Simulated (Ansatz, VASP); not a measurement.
One calculation of LiCl, two programs

```xyz
2
Lattice="3.2711 0.0000 0.0000 0.0000 3.2711 0.0000 0.0000 0.0000 3.2711" Properties=species:S:1:pos:R:3 pbc="T T T"
Li    0.0000    0.0000    0.0000
Cl    1.6356    1.6356    1.6356
```

Alike in both runs: task single point; functional PBE-based screened hybrid; k mesh 4 × 4 × 4; no spin polarisation.

```csv
,VASP,Ansatz
version,VASP 6.6.1,Ansatz 0.2.0
potentials or method,"VASP PAW PBE potentials, release 64 (Li_sv, Cl)",plane waves
plane-wave cutoff (eV),520,420
occupations,"gaussian, width 0.01 eV",fixed
valence electrons in the cell,10,10
```

|  | VASP | Ansatz | Ansatz less VASP |
| --- | --- | --- | --- |
| gap on the k mesh at the Fermi level (eV) | 6.48 | 6.47 | -0.007 |

Ansatz warned: «stress_exchange_threshold_loose».

Caveats: the k mesh is coarse (spacing up to 0.48 Å⁻¹), so the values aren't converged. A k mesh can miss the band edges.
